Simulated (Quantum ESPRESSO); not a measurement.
Ni in Quantum ESPRESSO: the effect of functional

Ni:

```xyz
1
Lattice="0.0000 1.7376 1.7376 1.7376 0.0000 1.7376 1.7376 1.7376 0.0000" Properties=species:S:1:pos:R:3 pbc="T T T"
Ni    0.0000    0.0000    0.0000
```

Alike in all runs:

```yaml
Program: Quantum ESPRESSO 7.5
Task: phonons
Cutoff: 612 eV
Density_cutoff: 4898 eV
k_mesh: 11 × 11 × 11
Occupations: cold, width 0.2 eV
Spin: collinear spin, ferromagnetic start
Starting_moments: "[1.0] μB"
```

Each run relaxes the cell or the atoms first.

| functional | potentials or basis | relaxed volume (Å³/atom) | highest phonon frequency (cm⁻¹) |
| --- | --- | --- | --- |
| LDA | GBRV 1.5 LDA | 10.03 | 299 |
| PBEsol | GBRV 1.5 PBEsol | 10.36 | 293 |
| RPBE | GBRV 1.5 PBE | 11.12 | 283 |
| AM05 | GBRV 1.5 PBE | ? | ? |
| WC | GBRV 1.5 PBE | 10.40 | 292 |

Q: What does the run with functional AM05 give?

A: Relaxed volume 10.29 Å³/atom; highest phonon frequency 432 cm⁻¹.

Caveats: the mesh is thin for the phonons of a metal; the q point doesn't lie on the k mesh, which can shift a metal's frequencies strongly unless the mesh is converged; the potentials were made for another functional, which shifts forces and pressure (some runs).

Runs at the PBE level aren't shown here.
